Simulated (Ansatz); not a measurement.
Crystal: CuO.

```
Cu O
1.0
     2.87950    0.00000    0.00000
     0.03907    2.87928    0.00000
     0.01750    0.01724    5.17634
Cu O
2 2
Direct
  0.00000 0.50000 0.00000
  0.50000 0.00000 0.50000
  0.99842 0.00167 0.74989
  0.00158 0.99833 0.25011
```

The cell comes from a database or a generator and needn't be the stable form of this composition.

```yaml
Program: Ansatz 0.2.0
Task: single point
Functional: PBE
Potentials_or_basis: Ansatz PAW
Cutoff: "420 eV (not typed: the program's choice for these potentials)"
k_mesh: 9 × 9 × 5
Occupations: fermi-dirac, width 0.05 eV
Spin: no spin polarisation
```

On this cell: pressure 5.8 GPa; largest force 0.012 eV/Å; band gap on the k mesh none (metal or under the smearing width).

The same run follows on a disturbed copy (atoms moved at random, drawn with an rms of 0.05 Å):

```xyz
4
Lattice="2.8795 0.0000 0.0000 0.0391 2.8793 0.0000 0.0175 0.0172 5.1763" Properties=species:S:1:pos:R:3 pbc="T T T"
Cu   -0.0177    1.4585   -0.0007
Cu    1.4094    0.0115    2.6013
O     2.8805   -0.0141    3.8669
O     0.0432    2.8597    1.2942
```

Problem. What changes?

Solution. The energy (extrapolated to zero smearing) moves by +7.9 meV/atom; pressure 6.1 GPa; largest force 0.676 eV/Å; band gap on the k mesh none (metal or under the smearing width).

Forces in eV/Å, atoms in the order of the input:
```
Cu   0.119 -0.665 -0.011
Cu   0.533 -0.110 -0.324
O   -0.337  0.406  0.289
O   -0.316  0.369  0.046
```

Stress tensor (GPa, compression positive):
```
 6.93  0.08 -0.10
 0.08  6.34 -0.23
-0.10 -0.23  5.11
```

Caveats: the run has no spin polarisation, though such a crystal can be magnetic; semilocal functionals often make such compounds metallic where correlation or magnetic order opens a gap, which also shifts bond lengths.
